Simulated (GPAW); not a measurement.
HgTe (Coloradoite): equation of state with AM05

**The experiment to reproduce.**

From a printed reference work, monograph, for a bulk crystal of HgTe: bulk modulus 43 GPa.

The system is HgTe (Coloradoite).

```
CELL_PARAMETERS angstrom
0.00000 3.21450 3.21450
3.21450 0.00000 3.21450
3.21450 3.21450 0.00000
ATOMIC_POSITIONS crystal
Hg 0.00000 0.00000 0.00000
Te 0.75000 0.75000 0.75000
```

- Program: GPAW 26.7.0
- Task: equation of state
- Functional: AM05
- Potentials or basis: PAW data sets generated in the run's folder for this functional
- Cutoff: 600 eV
- Basis: pw
- k mesh: 6 × 6 × 6
- Occupations: fermi-dirac, width 0.05 eV
- Spin: no spin polarisation
- Maxiter: 150
- Eos scales: [0.94, 0.96, 0.98, 1.0, 1.02, 1.04, 1.06]

The equilibrium volume is 34.96 Å³/atom. The bulk modulus is 39 GPa and the pressure derivative of the bulk modulus is 5.2.

Energy against volume, from the lowest point:
```csv
volume (Å³/atom),energy (meV/atom)
31.223,61.29
31.887,39.61
32.551,23.24
33.215,11.59
33.880,4.14
34.544,0.41
35.208,0.00
```

Wall time 90 s on 1 thread of Arm Neoverse V2, with other jobs on the host, peak memory 0.24 GiB.

Measured bulk modulus of HgTe: 43 GPa (a printed reference work, monograph). This calculation gives 39 GPa (-9.1 %). The fit is for a static lattice scaled at fixed shape and fixed fractional positions.

Spin-orbit coupling is left out, which matters for the levels of Hg, Te.
